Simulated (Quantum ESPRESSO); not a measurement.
# BP (F-43m) in Quantum ESPRESSO: a series of runs, part 2 of 3

Quantum ESPRESSO 7.5. The steps go on from the part before.

## Step 3: Phonons, PBE

Input file pw.in:

```
&CONTROL
  calculation = 'scf'
  prefix = 'pwscf'
  outdir = './tmp'
  pseudo_dir = './pseudo'
  tprnfor = .true.
  tstress = .true.
  disk_io = 'low'
/
&SYSTEM
  ibrav = 0
  nat = 2
  ntyp = 2
  ecutwfc = 76
  nbnd = 9
  occupations = 'smearing'
  smearing = 'fd'
  degauss = 0.00367493
/
&ELECTRONS
  conv_thr = 4d-10
  electron_maxstep = 120
  mixing_beta = 0.5
/
ATOMIC_SPECIES
P     30.9738 P.upf
B     10.8100 B.upf
CELL_PARAMETERS angstrom
   0.0000000000    2.2690000000    2.2690000000
   2.2690000000    0.0000000000    2.2690000000
   2.2690000000    2.2690000000    0.0000000000
ATOMIC_POSITIONS crystal
P      0.7500000000    0.7500000000    0.7500000000
B      0.0000000000    0.0000000000    0.0000000000
K_POINTS automatic
8 8 8 1 1 1
```

Input file scf2.in:

```
&CONTROL
  calculation = 'scf'
  prefix = 'pwscf'
  outdir = './tmp'
  pseudo_dir = './pseudo'
  tprnfor = .true.
  tstress = .true.
  disk_io = 'low'
/
&SYSTEM
  ibrav = 0
  nat = 2
  ntyp = 2
  ecutwfc = 76
  nbnd = 9
  occupations = 'fixed'
/
&ELECTRONS
  conv_thr = 1d-13
  electron_maxstep = 120
  mixing_beta = 0.5
  startingpot = 'file'
  startingwfc = 'file'
/
ATOMIC_SPECIES
P     30.9738 P.upf
B     10.8100 B.upf
CELL_PARAMETERS angstrom
   0.0000000000    2.2690000000    2.2690000000
   2.2690000000    0.0000000000    2.2690000000
   2.2690000000    2.2690000000    0.0000000000
ATOMIC_POSITIONS crystal
P      0.7500000000    0.7500000000    0.7500000000
B      0.0000000000    0.0000000000    0.0000000000
K_POINTS automatic
8 8 8 1 1 1
```

Input file ph.in:

```
phonons of BP
&INPUTPH
  prefix = 'pwscf'
  outdir = './tmp'
  tr2_ph = 1d-16
  fildyn = 'dyn'
  niter_ph = 60
  alpha_mix(1) = 0.7
  epsil = .true.
/
0.0000000000 0.0000000000 0.0000000000
```

Input file dynmat.in:

```
&INPUT
  fildyn = 'dyn'
  asr = 'crystal'
  lperm = .true.
  filout = 'dynmat.disp'
  fileig = 'dynmat.eig'
/
```

Input file dynmat_lo.in:

```
&INPUT
  fildyn = 'dyn'
  asr = 'crystal'
  filout = 'dynmat_lo.disp'
  fileig = 'dynmat_lo.eig'
  q(1) = 0
  q(2) = 0
  q(3) = 1
/
```

Potentials or basis: PseudoDojo 0.4.1 SR PBE standard.

Started as:

```sh
OMP_NUM_THREADS=1 pw.x -in pw.in > pw.out
OMP_NUM_THREADS=1 pw.x -in scf2.in > scf2.out
OMP_NUM_THREADS=1 ph.x -in ph.in > ph.out
OMP_NUM_THREADS=1 dynmat.x -in dynmat.in > dynmat.out
OMP_NUM_THREADS=1 dynmat.x -in dynmat_lo.in > dynmat_lo.out
```

pw.out:

```text
This program is part of the open-source Quantum ESPRESSO suite
     for quantum simulation of materials; please cite
[... 9 lines left out ...]
     --------------------
     sticks:   dense  smooth     PW     G-vecs:    dense   smooth      PW
     Sum         769     769    241                14163    14163    2445

     Using Slab Decomposition

     bravais-lattice index     =            0
     lattice parameter (alat)  =       6.0638  a.u.
     unit-cell volume          =     157.6631 (a.u.)^3
     number of atoms/cell      =            2
     number of atomic types    =            2
     number of electrons       =         8.00
     number of Kohn-Sham states=            9
     kinetic-energy cutoff     =      76.0000  Ry
     charge density cutoff     =     304.0000  Ry
     scf convergence threshold =      4.0E-10
     mixing beta               =       0.5000
     number of iterations used =            8  plain     mixing
     Exchange-correlation= PBE
                           (   1   4   3   4   0   0   0)

     celldm(1)=   6.063849  celldm(2)=   0.000000  celldm(3)=   0.000000
     celldm(4)=   0.000000  celldm(5)=   0.000000  celldm(6)=   0.000000

     crystal axes: (cart. coord. in units of alat)
               a(1) = (   0.000000   0.707107   0.707107 )
               a(2) = (   0.707107   0.000000   0.707107 )
               a(3) = (   0.707107   0.707107   0.000000 )

     reciprocal axes: (cart. coord. in units 2 pi/alat)
               b(1) = ( -0.707107  0.707107  0.707107 )
               b(2) = (  0.707107 -0.707107  0.707107 )
               b(3) = (  0.707107  0.707107 -0.707107 )

     PseudoPot. # 1 for P  read from file:
     P.upf
     Pseudo is Norm-conserving + core correction, Zval =  5.0
     Generated using ONCVPSP code by D. R. Hamann
     Using radial grid of 1298 points,  6 beta functions with:
                l(1) =   0
                l(2) =   0
                l(3) =   1
                l(4) =   1
                l(5) =   2
                l(6) =   2

     PseudoPot. # 2 for B  read from file:
     B.upf
     Pseudo is Norm-conserving + core correction, Zval =  3.0
     Generated using ONCVPSP code by D. R. Hamann
     Using radial grid of 1534 points,  4 beta functions with:
                l(1) =   0
                l(2) =   0
                l(3) =   1
                l(4) =   1

     atomic species   valence    mass     pseudopotential
     P                 5.00    30.97380     P ( 1.00)
     B                 3.00    10.81000     B ( 1.00)

     24 Sym. Ops. (no inversion) found

   Cartesian axes

     site n.     atom                  positions (alat units)
         1        P      tau(   1) = (   1.0606602   1.0606602   1.0606602  )
         2        B      tau(   2) = (   0.0000000   0.0000000   0.0000000  )

     number of k points=    60  Fermi-Dirac smearing, width (Ry)=  0.0037
                       cart. coord. in units 2pi/alat
        k(    1) = (   0.0441942   0.0441942   0.0441942), wk =   0.0078125
        k(    2) = (   0.1325825   0.1325825  -0.0441942), wk =   0.0234375
        k(    3) = (   0.2209709   0.2209709  -0.1325825), wk =   0.0234375
        k(    4) = (   0.3093592   0.3093592  -0.2209709), wk =   0.0234375
        k(    5) = (  -0.3093592  -0.3093592   0.3977476), wk =   0.0234375
        k(    6) = (  -0.2209709  -0.2209709   0.3093592), wk =   0.0234375
[... 52 lines left out ...]
        k(   59) = (   0.3093592   0.3093592   0.3093592), wk =   0.0078125
        k(   60) = (  -0.3093592  -0.3093592   0.9280777), wk =   0.0234375

     Dense  grid:    14163 G-vectors     FFT dimensions: (  36,  36,  36)

     Initial potential from superposition of free atoms

     starting charge       7.9996, renormalised to       8.0000
     Starting wfcs are    8 randomized atomic wfcs +    1 random wfcs

     Self-consistent Calculation

     iteration #  1     ecut=    76.00 Ry     beta= 0.50
     Davidson diagonalization with overlap
     ethr =  1.00E-02,  avg # of iterations =  5.8

     total energy              =     -19.77127230 Ry
     estimated scf accuracy    <       0.15782350 Ry

     iteration #  2     ecut=    76.00 Ry     beta= 0.50
     Davidson diagonalization with overlap
     ethr =  1.97E-03,  avg # of iterations =  1.1

     total energy              =     -19.79292364 Ry
     estimated scf accuracy    <       0.01085809 Ry

     iteration #  3     ecut=    76.00 Ry     beta= 0.50
     Davidson diagonalization with overlap
     ethr =  1.36E-04,  avg # of iterations =  3.4

     total energy              =     -19.79358522 Ry
     estimated scf accuracy    <       0.00185607 Ry

     iteration #  4     ecut=    76.00 Ry     beta= 0.50
     Davidson diagonalization with overlap
     ethr =  2.32E-05,  avg # of iterations =  3.2

     total energy              =     -19.79374638 Ry
     estimated scf accuracy    <       0.00003534 Ry

     iteration #  5     ecut=    76.00 Ry     beta= 0.50
     Davidson diagonalization with overlap
     ethr =  4.42E-07,  avg # of iterations =  4.0

     total energy              =     -19.79375778 Ry
     estimated scf accuracy    <       0.00000950 Ry

     iteration #  6     ecut=    76.00 Ry     beta= 0.50
     Davidson diagonalization with overlap
     ethr =  1.19E-07,  avg # of iterations =  1.1

     total energy              =     -19.79375912 Ry
     estimated scf accuracy    <       0.00000002 Ry

     iteration #  7     ecut=    76.00 Ry     beta= 0.50
     Davidson diagonalization with overlap
     ethr =  2.06E-10,  avg # of iterations =  4.0

     total energy              =     -19.79375918 Ry
     estimated scf accuracy    <       0.00000001 Ry

     iteration #  8     ecut=    76.00 Ry     beta= 0.50
     Davidson diagonalization with overlap
     ethr =  1.76E-10,  avg # of iterations =  1.0

     End of self-consistent calculation

          k = 0.0442 0.0442 0.0442 (  1798 PWs)   bands (ev):

    -6.1481   8.6605   9.1141   9.1141  12.8203  12.8203  12.8806  16.8085
    20.9926

          k = 0.1326 0.1326-0.0442 (  1770 PWs)   bands (ev):

    -5.7745   6.8857   7.9862   8.9365  13.1467  13.3607  13.8662  17.5785
    19.6195

          k = 0.2210 0.2210-0.1326 (  1775 PWs)   bands (ev):

    -4.8667   3.9427   7.3336   8.2514  13.4516  13.8814  14.4275  18.5455
    19.5464

          k = 0.3094 0.3094-0.2210 (  1763 PWs)   bands (ev):

    -3.5665   1.3416   7.0467   7.6547  13.2856  14.0859  14.2221  19.3977
    21.3948

          k =-0.3094-0.3094 0.3977 (  1757 PWs)   bands (ev):

    -2.8772   0.3163   7.1330   7.3369  13.1787  13.9976  14.2339  19.4923
    22.6262

          k =-0.2210-0.2210 0.3094 (  1774 PWs)   bands (ev):

    -4.0197   2.1255   7.3689   7.5503  13.2059  14.0040  14.5509  18.8222
    21.0851
[... 86 lines left out ...]
          k = 0.0442-0.4861 0.5745 (  1758 PWs)   bands (ev):

    -1.4378   1.1369   3.1683   5.4833  11.8157  15.2944  18.2360  19.6138
    20.8252

          k = 0.1326-0.3977 0.4861 (  1765 PWs)   bands (ev):

    -2.2280   0.8944   4.3841   6.3501  12.7311  15.4566  17.3881  18.8992
    19.9327

          k = 0.2210-0.3094 0.3977 (  1763 PWs)   bands (ev):

    -3.0363   0.8025   6.4812   7.2069  13.3123  14.0361  14.9731  19.3235
    21.6022

          k =-0.6629 0.0442 0.0442 (  1748 PWs)   bands (ev):

    -1.5344   0.9029   4.8643   5.1881  10.7101  11.3045  20.9709  21.0445
    24.0127

          k =-0.5745 0.1326-0.0442 (  1753 PWs)   bands (ev):

    -2.3207   1.9497   4.5180   5.2452  11.3797  12.7132  18.8348  20.1053
    23.1422

          k =-0.4861 0.2210-0.1326 (  1761 PWs)   bands (ev):

    -2.8747   1.7966   4.9433   6.1156  12.3395  15.6978  16.3192  17.6256
    22.1777

          k =-0.4861 0.0442 0.0442 (  1746 PWs)   bands (ev):

    -3.4334   3.3352   5.4783   5.7127  10.8265  12.6016  18.8461  18.8564
    23.0870

          k =-0.3977 0.1326-0.0442 (  1759 PWs)   bands (ev):

    -4.1421   4.0363   5.6702   6.5357  11.8957  14.4179  16.4241  17.4147
    21.9418

          k =-0.3094 0.0442 0.0442 (  1772 PWs)   bands (ev):

    -5.0348   5.8129   6.8869   7.0129  11.5237  15.0718  16.0631  16.1537
    20.8353

          k = 0.1326 0.1326 0.1326 (  1781 PWs)   bands (ev):

    -5.5902   5.9033   8.4572   8.4572  13.2728  13.6926  13.6926  18.1472
    20.0621

          k = 0.2210 0.2210 0.0442 (  1771 PWs)   bands (ev):

    -5.0420   4.9564   6.4198   8.4835  13.8176  13.8192  14.7474  17.7062
    18.8424

          k = 0.3094 0.3094-0.0442 (  1766 PWs)   bands (ev):

    -3.9925   3.2484   4.9252   7.7430  13.5220  14.8570  15.8057  17.9048
    18.9745

          k =-0.3094-0.3094 0.5745 (  1769 PWs)   bands (ev):

    -2.7074   1.0956   4.8664   6.9692  12.8065  15.5484  15.9448  19.6134
    20.9015

          k =-0.2210-0.2210 0.4861 (  1767 PWs)   bands (ev):
[... 99 lines left out ...]
          k =-0.1326-0.3094 0.7513 (  1761 PWs)   bands (ev):

    -1.5605   1.2778   3.1852   5.1984  13.1108  16.1629  17.3461  18.0994
    20.3983

          k =-0.8397 0.2210 0.2210 (  1756 PWs)   bands (ev):

    -2.0660   0.9803   4.0640   6.2275  11.9757  16.9491  17.0597  17.6608
    21.3425

          k = 0.3094 0.3094 0.3094 (  1769 PWs)   bands (ev):

    -3.2087   0.6513   7.5238   7.5238  13.0359  13.9895  13.9895  19.3931
    22.9992

          k =-0.3094-0.3094 0.9281 (  1760 PWs)   bands (ev):

    -2.7089   0.4720   6.1126   7.1353  13.0550  14.7662  14.7879  19.7115
    21.8299

     the Fermi energy is     9.8814 ev

!    total energy              =     -19.79375918 Ry
     estimated scf accuracy    <          3.3E-10 Ry
     smearing contrib. (-TS)   =      -0.00000000 Ry
     internal energy E=F+TS    =     -19.79375918 Ry

     The total energy is F=E-TS. E is the sum of the following terms:
     one-electron contribution =       6.57260063 Ry
     hartree contribution      =       1.26120842 Ry
     xc contribution           =      -6.64432869 Ry
     ewald contribution        =     -20.98323954 Ry

     convergence has been achieved in   8 iterations

     Forces acting on atoms (cartesian axes, Ry/au):

     atom    1 type  1   force =    -0.00000000   -0.00000000    0.00000000
     atom    2 type  2   force =     0.00000000    0.00000000   -0.00000000

     Total force =     0.000000     Total SCF correction =     0.000000

     Computing stress (Cartesian axis) and pressure

          total   stress  (Ry/bohr**3)                   (kbar)     P=        9.82
   0.00006672  -0.00000000  -0.00000000            9.82       -0.00       -0.00
  -0.00000000   0.00006672  -0.00000000           -0.00        9.82       -0.00
  -0.00000000  -0.00000000   0.00006672           -0.00       -0.00        9.82

=------------------------------------------------------------------------------=
   JOB DONE.
=------------------------------------------------------------------------------=
```

Run time: 3.5 min. Hardware: 1 thread of Arm Neoverse V1, shared host; peak memory 0.05 GiB.

Results:

```yaml
Free_energy: -269.3078 eV
Pressure_after_relaxing: 1.0 GPa
Electronic_dielectric_tensor_diagonal: 9.12
Born_charges_mean_of_the_diagonal: P +0.52; B -0.52 e
Highest_phonon_frequency_at_Γ_LO-TO_splitting_left_out: 805 cm⁻¹
Static_dielectric_tensor_diagonal: 9.23
```

Phonon frequencies in cm⁻¹ (negative: imaginary):
```csv
q point,frequencies
"(0.000, 0.000, 0.000)",0 0 0 805 805 805
```

Electronic dielectric tensor:
```
9.12 0.00 0.00
0.00 9.12 0.00
0.00 0.00 9.12
```

Born effective charge tensors (e):
atom 1, P
```
0.52 0.00 0.00
0.00 0.52 0.00
0.00 0.00 0.52
```
atom 2, B
```
-0.52  0.00  0.00
 0.00 -0.52  0.00
 0.00  0.00 -0.52
```

Optical modes at Γ, degenerate ones joined, polar ones without the macroscopic field:
| cm⁻¹ | components | symmetry | active in | IR intensity, summed ((D/Å)²/amu) |
| --- | --- | --- | --- | --- |
| 805 | 3 | T2 | IR and Raman | 2.34 |

Zone-centre frequencies without and with the macroscopic field along z (cm⁻¹):
|  | optical modes in rising order |
| --- | --- |
| without | 805 805 805 |
| with the field | 805 805 810 |

Static dielectric tensor, electrons and zone-centre modes:
```
9.23 0.00 0.00
0.00 9.23 0.00
0.00 0.00 9.23
```

(Continued in part 3 of 3.)
